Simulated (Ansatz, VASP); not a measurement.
# One calculation of MgO, two programs

The input INCAR:

```
  PREC = Accurate
  ENCUT = 520
  EDIFF = 1E-7
  ISMEAR = 0
  SIGMA = 0.01
  LREAL = False
  LASPH = True
  NELM = 80
  ALGO = Normal
  ISIF = 2
  LWAVE = False
  LCHARG = True
  GGA = PE
  LELF = True
  LVHAR = True
  NBANDS = 16
```

KPOINTS

```
Automatic mesh
0
Gamma
  9 9 4
```

The input POSCAR:

```
MgO
1.0
    3.2462072252      0.0000000000      0.0000000000
   -1.6231036126      2.8112979229      0.0000000000
    0.0000000000      0.0000000000      5.0195492350
Mg O
2 2
Direct
    0.3333333333      0.6666666667     -0.0083264846
    0.6666666667      0.3333333333      0.4916735154
    0.3333333333      0.6666666667      0.3833264846
    0.6666666667      0.3333333333      0.8833264846
```

Input for Ansatz:

```yaml
crystal:
  lattice:
    - [3.2462072252, 0.0, 0.0]
    - [-1.6231036126, 2.8112979229, 0.0]
    - [0.0, 0.0, 5.019549235]
  atoms:
    - { symbol: Mg, position: [0.3333333333, 0.6666666667, -0.0083264846] }
    - { symbol: Mg, position: [0.6666666667, 0.3333333333, 0.4916735154] }
    - { symbol: O, position: [0.3333333333, 0.6666666667, 0.3833264846] }
    - { symbol: O, position: [0.6666666667, 0.3333333333, 0.8833264846] }
kpoints:
  mp_grid: { grid: [9, 9, 4] }
hamiltonian:
  xc: pbe
scf:
  occupations: { method: fixed }
  n_extra_bands: 5
output:
  forces: true
  stress: true
  eigenvalues: true
```

Alike in both runs: task single point; functional PBE; k mesh 9 × 9 × 4; no spin polarisation.

|  | VASP | Ansatz |
| --- | --- | --- |
| version | VASP 6.6.1 | Ansatz 0.2.0 |
| potentials or method | VASP PAW PBE potentials, release 64 (Mg, O) | plane waves, PAW |
| plane-wave cutoff (eV) | 520 | 420 |
| occupations | gaussian, width 0.01 eV | fixed |
| valence electrons in the cell | 16 | 32 |

```tsv
	VASP	Ansatz	Ansatz less VASP
gap on the k mesh at the Fermi level (eV)	3.74	3.76	+0.016
pressure (GPa)	7.7	8.1	+0.34
largest component of the traceless stress (GPa)	0.64	0.66	+0.019
rms of the force components (eV/Å)	0.024	0.024	+0.0002
```

Atom by atom the forces differ by 0.000 eV/Å (rms over components). The two sets of potentials don't hold the same shells in valence.

A hybrid or GW would open this gap; PBE tends to underestimate it.
